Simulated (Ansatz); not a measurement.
# (111) slab of zincblende SiC, 5.7 Å thick as cut, ended by H

Aim: a base single point, then the same cell under other settings, to see what each one moves.

Method: density functional theory in Ansatz 0.2.0, PAW datasets, plane waves.

### 1 The starting cell

8 atoms (3 Si, 3 C, 2 H); a = 3.081 Å, b = 3.081 Å, c = 21.160 Å, α = 90.00°, β = 90.00°, γ = 120.00°. All atoms were shaken off their sites by about 0.04 Å along each axis.

Coordinates:

```
Si C H
1.0
     2.17843   -2.17843    0.00000
     0.00000    2.17843   -2.17843
    12.21657   12.21657   12.21657
Si C H
3 3 2
Cartesian
  7.7409 7.7082 7.7187
  5.5951 5.5000 3.4043
  7.6811 5.5596 5.5786
  4.4855 4.4964 4.4523
  6.7050 6.6415 4.4884
  8.7698 6.6835 6.6699
  8.6541 8.5787 8.5618
  3.8456 3.8229 3.8189
```

### 2 Single point with PBEsol

in.yaml reads:

```yaml
crystal:
  lattice:
    - [2.178427, -2.178427, 0.000000]
    - [0.000000, 2.178427, -2.178427]
    - [12.216569, 12.216569, 12.216569]
  atoms:
    - { symbol: Si, position: [0.008407, 0.001800, 0.632141] }
    - { symbol: Si, position: [0.349795, 0.655910, 0.395621] }
    - { symbol: Si, position: [0.646343, 0.318827, 0.513492] }
    - { symbol: C, position: [0.003388, 0.011812, 0.366558] }
    - { symbol: C, position: [0.348880, 0.668631, 0.486631] }
    - { symbol: C, position: [0.640554, 0.323378, 0.603639] }
    - { symbol: H, position: [0.025667, 0.016695, 0.703815] }
    - { symbol: H, position: [0.007565, 0.004703, 0.313440] }
kpoints:
  mp_grid: { grid: [4, 4, 1] }
hamiltonian:
  xc: pbesol
scf:
  occupations: { method: fermi_dirac, width: 0.01 }
efield: { axis: 3, dipole_correction: true }
output:
  forces: true
  eigenvalues: true
  stress: true
  populations: true
  write_density: true
  write_potential: true
  elf: true
  volumetric_format: npy
```

Run with:

```sh
> ansatz run in.yaml --threads 8 --pin off --max-ram 13300MiB --runs-dir r --events-out ev --progress --plain
```

### 3 Changed settings: occupations Fermi–Dirac

Edit in.yaml of step 2 so:

```diff
@@ -20,3 +20,3 @@
   occupations: { method: fermi_dirac, width: 0.01 }
-efield: { axis: 3, dipole_correction: true }
+  max_iter: 80
 output:
@@ -25,6 +25 @@
   stress: true
-  populations: true
-  write_density: true
-  write_potential: true
-  elf: true
-  volumetric_format: npy
```

### 4 Run again with 4 extra bands, charge changed by 6

Edit in.yaml of step 3 so:

```diff
@@ -18,5 +18,7 @@
   xc: pbesol
+total_charge: 6
 scf:
   occupations: { method: fermi_dirac, width: 0.01 }
-  max_iter: 80
+  max_iter: 60
+  n_extra_bands: 4
 output:
```

### 5 Changed settings: density threshold 0.0001 eV, functional RPBE

Edit in.yaml of step 4 so:

```diff
@@ -17,4 +17,3 @@
 hamiltonian:
-  xc: pbesol
-total_charge: 6
+  xc: rpbe
 scf:
@@ -22,3 +21,3 @@
   max_iter: 60
-  n_extra_bands: 4
+  convergence: { dr2_threshold: 1e-04 }
 output:
```

### 6 Variant: smearing width 0.001 eV, k points one point at (½, ½, ½)

Edit in.yaml of step 5 so:

```diff
@@ -15,9 +15,8 @@
 kpoints:
-  mp_grid: { grid: [4, 4, 1] }
+  mp_grid: { grid: [1, 1, 1], shift: [0.5, 0.5, 0.5] }
 hamiltonian:
-  xc: rpbe
+  xc: pbesol
 scf:
-  occupations: { method: fermi_dirac, width: 0.01 }
-  max_iter: 60
-  convergence: { dr2_threshold: 1e-04 }
+  occupations: { method: fermi_dirac, width: 0.001 }
+  max_iter: 90
 output:
```

What does the calculation give? Wanted: for each run, settings; status; energy from base; forces from base.

The runs gave:

| settings | status | cycles | time | energy from base (meV/atom) | forces from base (eV/Å rms) | filled to empty level on the mesh (eV) |
| --- | --- | --- | --- | --- | --- | --- |
| base | converged | 9 | 0.7 s (8 CPU threads) | 0 | 0 | 1.81 |
| occupations Fermi–Dirac | converged | 8 | 0.5 s (8 CPU threads) | -1.1 | 0.031 | 1.82 |
| 4 extra bands, charge changed by 6 | converged | 21 | 1.4 s (8 CPU threads) | - | 11.004 | - |
| density threshold 0.0001 eV, functional RPBE | converged, settings too loose | 6 | 0.5 s (8 CPU threads) | - | 0.095 | 1.95 |
| smearing width 0.001 eV, k points one point at (½, ½, ½) | converged | 10 | 0.4 s (8 CPU threads) | -398.0 | 0.831 | 3.48 |

**What this shows.** Among these variants the forces move most with 4 extra bands, charge changed by 6 (11.004 eV/Å rms) and least with occupations Fermi–Dirac (0.031).
